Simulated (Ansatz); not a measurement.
Consider CsPbI3 in the cubic perovskite structure (space group Pm-3m, No. 221; a = 6.3327 Å). Axes: x, y, z lie along the cube axes.

It is then changed as follows: a pure shear with ε_xz = ε_zx = -0.0099, atoms relaxed at fixed cell.

Level of theory: Ansatz (a first-principles code), r2SCAN, PAW, cutoff 500 eV, without spin-orbit coupling.

### Question
Give the band edges at the high-symmetry points of the new zone, measured from its valence-band maximum.

### Answer
| point | valence edge (eV) | conduction edge (eV) |
|---|---|---|
| Γ | -1.33 | 3.52 |
| Y | -0.51 | 2.11 |
| C₀ | -0.51 | 2.11 |
| Σ₀ | -0.51 | 2.11 |
| Z | -1.02 | 2.45 |
| A₀ | 0.00 | 1.69 |
| E₀ | 0.00 | 1.69 |
| T | 0.00 | 1.68 |
| S | -1.02 | 2.45 |
| R | -0.50 | 2.12 |

The gap is 1.68 eV, direct at T.

With I and Pb present, leaving out spin-orbit coupling can change the band edges. The cells carry an imposed strain or load. No phonon test of stability was made. Many cubic perovskites are stable only at high temperature; tilts and polar distortions were not tested. This is not the structure that CsPbI3 has at room temperature and ambient pressure. k-point labels follow each cell's own Brillouin zone.
